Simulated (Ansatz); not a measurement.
Input of an Ansatz 0.2.0 run:

Contents of input.yaml:

```yaml
crystal:
  lattice:
    - [1.5054695445, 0.8691832468, 2.4399269062]
    - [-1.5054695445, 0.8691832468, 2.4399269062]
    - [0.0, -1.7383664936, 2.4399269062]
  atoms:
    - { symbol: Co, position: [0.0, 0.0, 0.0], spin: 2.0 }
    - { symbol: O, position: [0.5, 0.5, 0.5] }
hamiltonian:
  xc: r2scan
  pseudopotentials: { kind: paw }
  hubbard: { sites: [{ species: Co, l: d, u_eff: 8.0 }] }
magnetization:
  spin_polarized: true
kpoints:
  mp_grid: { grid: [11, 11, 11] }
scf:
  occupations: { method: fermi_dirac, width: 0.05 }
  n_extra_bands: 6
output:
  forces: true
  stress: true
  eigenvalues: true
  dos: { projected: true, de: 0.05, nscf_kmesh: { grid: [17, 17, 17] } }
  write_density: true
  write_potential: true
  elf: true
  volumetric_format: npy
```

Potentials or basis: Ansatz PAW.

Command:

```console
$ ansatz run input.yaml --threads 2 --pin off --max-ram 5632MiB --backend cpu --events-out ev --progress --plain --runs-dir out
```

Question: Estimate the absolute moment.

Answer: 3.01 μB per cell.

Question: Predict the band gap on the k mesh.

Answer: 2.49 eV, indirect (least direct gap 3.84 eV).

Question: Predict the pressure.

Answer: 11.0 GPa.

Question: What does it give for the net moment?

Answer: 3.00 μB per cell.

States per cell in windows of 0.5 eV (zero at the valence-band top; states under -8 eV left out):
```
from (eV)    up  down  Co 3d down  Co 3d up  O 2p down  O 2p up  Co 4s up  Co 4s down
     -8.0  0.84  0.01        0.00      0.73       0.00     0.10      0.01        0.00
     -7.5  0.59  0.08        0.04      0.51       0.04     0.07      0.00        0.01
     -7.0  0.48  0.16        0.08      0.43       0.07     0.04      0.00        0.02
     -6.5  0.94  0.26        0.13      0.89       0.11     0.03      0.00        0.02
     -6.0  0.52  0.49        0.27      0.51       0.19     0.01      0.00        0.02
     -5.5  0.01  0.57        0.38      0.00       0.17     0.00      0.00        0.01
     -5.0  0.03  0.39        0.28      0.01       0.10     0.02      0.00        0.01
     -4.5  0.18  0.24        0.18      0.05       0.05     0.11      0.02        0.01
     -4.0  0.57  0.30        0.15      0.18       0.13     0.31      0.06        0.01
     -3.5  0.31  0.37        0.11      0.06       0.23     0.21      0.03        0.01
     -3.0  0.27  0.87        0.26      0.03       0.56     0.22      0.01        0.03
     -2.5  0.31  0.63        0.15      0.04       0.46     0.26      0.00        0.01
     -2.0  0.41  0.41        0.09      0.04       0.32     0.35      0.01        0.00
     -1.5  0.35  0.22        0.05      0.04       0.17     0.29      0.00        0.00
     -1.0  0.32  0.00        0.00      0.04       0.00     0.27      0.00        0.00
     -0.5  0.24  0.00        0.00      0.03       0.00     0.21      0.00        0.00
      0.0  0.00  0.00        0.00      0.00       0.00     0.00      0.00        0.00
      0.5  0.00  0.00        0.00      0.00       0.00     0.00      0.00        0.00
      1.0  0.00  0.00        0.00      0.00       0.00     0.00      0.00        0.00
      1.5  0.00  0.00        0.00      0.00       0.00     0.00      0.00        0.00
      2.0  0.00  0.00        0.00      0.00       0.00     0.00      0.00        0.00
      2.5  0.00  0.00        0.00      0.00       0.00     0.00      0.00        0.00
      3.0  0.01  0.00        0.00      0.00       0.00     0.00      0.00        0.00
      3.5  0.01  0.00        0.00      0.00       0.00     0.00      0.01        0.00
      4.0  0.01  0.01        0.00      0.00       0.00     0.00      0.01        0.01
      4.5  0.02  0.03        0.01      0.00       0.00     0.00      0.01        0.01
      5.0  0.03  0.31        0.27      0.00       0.01     0.01      0.01        0.02
      5.5  0.04  0.97        0.89      0.00       0.02     0.01      0.02        0.03
      6.0  0.05  0.82        0.73      0.00       0.03     0.01      0.03        0.03
      6.5  0.09  0.60        0.49      0.00       0.05     0.01      0.04        0.02
      7.0  0.11  0.37        0.28      0.00       0.05     0.02      0.05        0.02
      7.5  0.16  0.09        0.03      0.00       0.02     0.02      0.09        0.02
```

Caveat: the magnetic or orbital state may not be the lowest; odd divisions of the mesh miss points on the zone boundary, where band edges often lie, so the gap on the mesh can be too wide; a cell with one magnetic atom can't hold antiferromagnetic order, which such compounds often take; the PAW data sets come from PBE, with cores solved anew for the run's functional, which leaves a small shift of forces and pressure. A k mesh can miss the band edges.
